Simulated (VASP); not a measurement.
# Settings for Al₂Au: self-consistent run

Al₂Au, Imm2 (no. 44), 3 atoms in the cell. PBE; PAW potentials Au, Al (PBE set). VASP 6.6.1. The cell is changed on purpose: last atom moved by 0.05 Å along z, cell strained by +1.5% along z.

Wanted: stress within 1 GPa.

What the run is for: stress; Accuracy asked: screening.

POSCAR:
```
Al2Au
1.0
    0.0000000000      3.0000000000      3.0450000000
    3.0000000000      0.0000000000      3.0450000000
    3.0000000000      3.0000000000      0.0000000000
Au Al
1 2
Direct
    0.0000000000      0.0000000000      0.0000000000
    0.7500000000      0.7500000000      0.7500000000
    0.2583333300      0.2583333300      0.2416666700
```

The series start from Plane-wave cutoff (eV): 310; Smearing width (eV): 0.1; k-point mesh: 11 × 11 × 11; Precision mode (PREC): Accurate; Electronic threshold (eV): 1e-6; Bands in all (NBANDS): 20; Aspherical gradient terms in the spheres (LASPH): yes; Electronic algorithm: ALGO=Normal; Support grid and gradient cutoff: ADDGRID=False GGA_COMPAT=False; Density mixing: defaults. Each series keeps the choices made before it, and each single choice may use up half of a tolerance.

## Plane-wave cutoff (eV)

| Plane-wave cutoff (eV) | Stress, largest deviation (GPa) | SCF iterations | Time (s) |
|---|---|---|---|
| 190 | 13.8 | 13 | 27 |
| 240 | 0.6 | 13 | 35 |
| 280 | 0.1 | 13 | 35 |
| 310 | 0.3 | 13 | 44 |
| 360 | 0.2 | 13 | 62 |
| 420 | 0.0 | 13 | 93 |
| 500 | 0.0 | 13 | 75 |
| 620 (reference) | 0.0 | 13 | 103 |

Chosen: 280, the loosest value from which every tighter one stays within half of the tolerance.

## Smearing width (eV)

| Smearing width (eV) | Stress, largest deviation (GPa) | SCF iterations | Time (s) |
|---|---|---|---|
| 0.4 | 0.1 | 13 | 27 |
| 0.3 | 0.1 | 13 | 28 |
| 0.2 | 0.1 | 13 | 26 |
| 0.15 | 0.1 | 13 | 39 |
| 0.1 | 0.1 | 13 | 35 |
| 0.05 (reference) | 0.0 | 13 | 41 |

Chosen: 0.4.

## k-point mesh

| k-point mesh | Stress, largest deviation (GPa) | SCF iterations | Time (s) |
|---|---|---|---|
| 4 × 4 × 4 | 0.9 | 11 | 6.2 |
| 5 × 5 × 5 | 0.2 | 13 | 7.2 |
| 6 × 6 × 6 | 0.1 | 13 | 9.2 |
| 7 × 7 × 7 | 0.2 | 13 | 11 |
| 9 × 9 × 9 | 0.1 | 13 | 22 |
| 11 × 11 × 11 | 0.0 | 13 | 27 |
| 13 × 13 × 13 | 0.0 | 13 | 56 |
| 15 × 15 × 15 (reference) | 0.0 | 13 | 62 |

Chosen: 5 × 5 × 5.

## Precision mode (PREC)

| Precision mode (PREC) | Stress, largest deviation (GPa) | SCF iterations | Time (s) |
|---|---|---|---|
| Low | 0.0 | 13 | 4.5 |
| SingleN | 0.3 | 11 | 6.1 |
| Normal | 0.0 | 13 | 5.4 |
| Accurate (reference) | 0.0 | 13 | 7.2 |

Chosen: Low.

## Electronic threshold (eV)

| Electronic threshold (eV) | Stress, largest deviation (GPa) | SCF iterations | Time (s) |
|---|---|---|---|
| 0.001 | 0.0 | 9 | 3.2 |
| 0.0001 | 0.0 | 11 | 4.6 |
| 1e-5 | 0.0 | 11 | 4.3 |
| 1e-6 | 0.0 | 13 | 4.5 |
| 1e-7 | 0.0 | 14 | 5.3 |
| 1e-8 (reference) | 0.0 | 14 | 6.2 |

Chosen: 0.001.

## Bands in all (NBANDS)

| Bands in all (NBANDS) | Stress, largest deviation (GPa) | SCF iterations | Time (s) |
|---|---|---|---|
| 10 | 0.0 | 9 | 2.6 |
| 11 | 0.0 | 9 | 2.5 |
| 13 | 0.0 | 9 | 2.7 |
| 15 | 0.0 | 9 | 3.0 |
| 20 | 0.0 | 9 | 3.2 |
| 31 (reference) | 0.0 | 9 | 4.3 |

Chosen: 10.

## Aspherical gradient terms in the spheres (LASPH)

| Aspherical gradient terms in the spheres (LASPH) | Stress, largest deviation (GPa) | SCF iterations | Time (s) |
|---|---|---|---|
| no | 0.0 | 9 | 1.8 |
| yes (reference) | 0.0 | 9 | 2.6 |

Chosen: no.

## Electronic algorithm

| Electronic algorithm | Stress, largest deviation (GPa) | SCF iterations | Time (s) |
|---|---|---|---|
| ALGO=Normal | 0.0 | 9 | 1.8 |
| ALGO=Fast | 0.5 | 10 | 1.9 |
| ALGO=VeryFast | 0.4 | 16 | 2.2 |
| ALGO=All ISEARCH=1 | 0.0 | 11 | 2.5 |
| ALGO=All ISEARCH=0 | 0.0 | 11 | 2.6 |
| ALGO=Damped TIME=0.4 | 0.4 | 16 | 2.7 |
| ALGO=Damped TIME=0.1 | 2.7 | 20 | 3.7 |
| ALGO=Old Fast | 3.9 | 10 | 2.7 |

Chosen: ALGO=Normal; no other choice that stays within half of the tolerance saves 30 % of the time.

## Support grid and gradient cutoff

| Support grid and gradient cutoff | Stress, largest deviation (GPa) | SCF iterations | Time (s) |
|---|---|---|---|
| ADDGRID=False GGA_COMPAT=False | 0.0 | 9 | 1.8 |
| ADDGRID=True GGA_COMPAT=False | 0.0 | 9 | 2.0 |
| ADDGRID=False GGA_COMPAT=True | 0.0 | 9 | 2.0 |

Chosen: ADDGRID=False GGA_COMPAT=False.

## Density mixing

| Density mixing | Stress, largest deviation (GPa) | SCF iterations | Time (s) |
|---|---|---|---|
| defaults | 0.0 | 9 | 1.8 |
| AMIX=0.4 AMIN=0.6 IMIX=2 | 2.6 | 18 | 2.6 |
| AMIX=0.8 | 0.4 | 10 | 1.9 |
| MAXMIX=-10 | 0.0 | 9 | 1.9 |
| AMIX=0.2 | 0.8 | 10 | 2.5 |
| BMIX=2.0 | 0.1 | 9 | 2.5 |
| MIXPRE=0 | 0.1 | 10 | 2.9 |

Chosen: defaults.

## All choices together

| Input | Stress, largest deviation (GPa) | Time (s) |
|---|---|---|
| the program's defaults (naive) | 1.5 | 1.8 |
| chosen settings | 0.3 | 1.8 |
| reference settings throughout | 0.0 | 458 |

The tolerance is met.

Values of the reference run: Stress: 1.772, -0.9156, 0, -0.9156, 1.772, 0, 0, 0, 1.061 GPa.

## The input

INCAR:
```
GGA = PE ; ISMEAR = 2
SIGMA = 0.4 ; LWAVE = False
LCHARG = False ; ISIF = 2
PREC = Low ; LASPH = False
LREAL = False ; ALGO = Normal
EDIFF = 0.001 ; NELM = 120
GGA_COMPAT = False ; ENCUT = 280
KPAR = 2 ; NBANDS = 10
ADDGRID = False
```

KPOINTS:
```
Automatic mesh
0
Gamma
  5 5 5
  0 0 0
```

Commands:
```
cat potpaw_PBE.64/Au/POTCAR potpaw_PBE.64/Al/POTCAR > POTCAR
mpirun -np 2 vasp_std > vasp.out
```

The chosen input took VASP 6.6.1 1.8 s on 2 cores (Intel Xeon Platinum 8259CL @ 2.50GHz (Skylake/Cascade Lake)), a shared host.

## An input that fails: too few bands

VASP's message: The number of bands is not sufficient to hold all electrons. I am sorry, but this calculation does not make sense. If you want to calculate only selected states, you need to set either EFERMI or EREF. EREF specifies around which energy states are supposed to be calculated. I found NBANDS = 7, NELECT = ….

Changes against the starting input:
```
- NELM = 120
- NBANDS = 20
+ NELM = 59
+ NBANDS = 7
```
